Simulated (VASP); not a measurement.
Wanted: the native input for a VASP 6.6.1 run.

| Item | Value |
| --- | --- |
| Task | band structure |
| Functional | revPBE |
| Potentials or basis | VASP PAW PBE potentials, release 64 (Ta_pv, N) |
| Cutoff | 520 eV |
| k mesh | 10 × 10 × 5 |
| Occupations | fermi-dirac, width 0.05 eV |
| Spin | no spin polarisation |
| Further INCAR settings | ALGO = Fast; EDIFF = 1e-06 |

The system is TaN.

```
Ta N
1.0
     2.92177    0.00000    0.00000
    -1.46088    2.53033    0.00000
     0.00000    0.00000    5.91652
Ta N
2 2
Cartesian
  0.0000 0.0000 2.9583
  0.0000 0.0000 0.0000
  0.0000 1.6869 1.4791
  1.4609 0.8434 4.4374
```

The cell comes from a database or a generator and needn't be the stable form of this composition.

The input as run:

POSCAR

```
TaN
1.0
    2.9217699809      0.0000000000      0.0000000000
   -1.4608849905      2.5303270275      0.0000000000
    0.0000000000      0.0000000000      5.9165150000
Ta N
2 2
Direct
    0.0000000000      0.0000000000      0.5000000000
    0.0000000000      0.0000000000      0.0000000000
    0.3333333333      0.6666666667      0.2500000000
    0.6666666667      0.3333333333      0.7500000000
```

INCAR.step1

```
ALGO     = Fast           # electronic algorithm
EDIFF    = 1E-6           # SCF threshold, eV
ENCUT    = 520            # plane-wave cutoff, eV
GGA      = RE             # functional
ISIF     = 2              # what is computed and relaxed
ISMEAR   = -1             # smearing method
LASPH    = True           # aspherical terms in the spheres
LCHARG   = True           # write CHGCAR
LMAXMIX  = 4              # l up to which the mixer works
LREAL    = False          # projectors in reciprocal space
LWAVE    = False          # write WAVECAR
NELM     = 60             # most SCF steps
PREC     = Accurate       # precision mode
SIGMA    = 0.05           # smearing width, eV
```

KPOINTS.step1

```
k-points
0
Gamma
  10 10 5
```

INCAR.step2

```
ALGO     = Fast           # electronic algorithm
EDIFF    = 1E-6           # SCF threshold, eV
ENCUT    = 520            # plane-wave cutoff, eV
GGA      = RE             # functional
ICHARG   = 11             # starting density
ISIF     = 2              # what is computed and relaxed
ISMEAR   = 0              # smearing method
LASPH    = True           # aspherical terms in the spheres
LCHARG   = False          # write CHGCAR
LMAXMIX  = 4              # l up to which the mixer works
LREAL    = False          # projectors in reciprocal space
LWAVE    = False          # write WAVECAR
NELM     = 60             # most SCF steps
PREC     = Accurate       # precision mode
SIGMA    = 0.05           # smearing width, eV
```

KPOINTS.step2

```
path GMKGALHA,LM,KH
20
line-mode
reciprocal
 0.0000000000  0.0000000000  0.0000000000  G
 0.5000000000  0.0000000000  0.0000000000  M

 0.5000000000  0.0000000000  0.0000000000  M
 0.3333333333  0.3333333333  0.0000000000  K

 0.3333333333  0.3333333333  0.0000000000  K
 0.0000000000  0.0000000000  0.0000000000  G

 0.0000000000  0.0000000000  0.0000000000  G
 0.0000000000  0.0000000000  0.5000000000  A

 0.0000000000  0.0000000000  0.5000000000  A
 0.5000000000  0.0000000000  0.5000000000  L

 0.5000000000  0.0000000000  0.5000000000  L
 0.3333333333  0.3333333333  0.5000000000  H

 0.3333333333  0.3333333333  0.5000000000  H
 0.0000000000  0.0000000000  0.5000000000  A

 0.5000000000  0.0000000000  0.5000000000  L
 0.5000000000  0.0000000000  0.0000000000  M

 0.3333333333  0.3333333333  0.0000000000  K
 0.3333333333  0.3333333333  0.5000000000  H
```

Potentials or basis: VASP PAW PBE potentials, release 64 (Ta_pv, N).

Launch:

```console
$ cat potpaw_PBE.64/Ta_pv/POTCAR potpaw_PBE.64/N/POTCAR > POTCAR
$ cp INCAR.step1 INCAR
$ cp KPOINTS.step1 KPOINTS
$ mpirun -np 1 vasp_std > vasp.out
$ cp INCAR.step2 INCAR
$ cp KPOINTS.step2 KPOINTS
$ mpirun -np 1 vasp_std > vasp.out
```

Results of the run:

```
Band gap along the path : none (metal or under the smearing width)
```

Caveat: the log is that of the step along the path at fixed density, whose energy, stress, charges and moments have no meaning; spin-orbit coupling is left out, which moves the levels of the heavy elements.

Wall time 120 s on 1 thread of Intel(R) Xeon(R) Platinum 8488C (Sapphire Rapids) (shared host), peak memory 0.27 GiB.
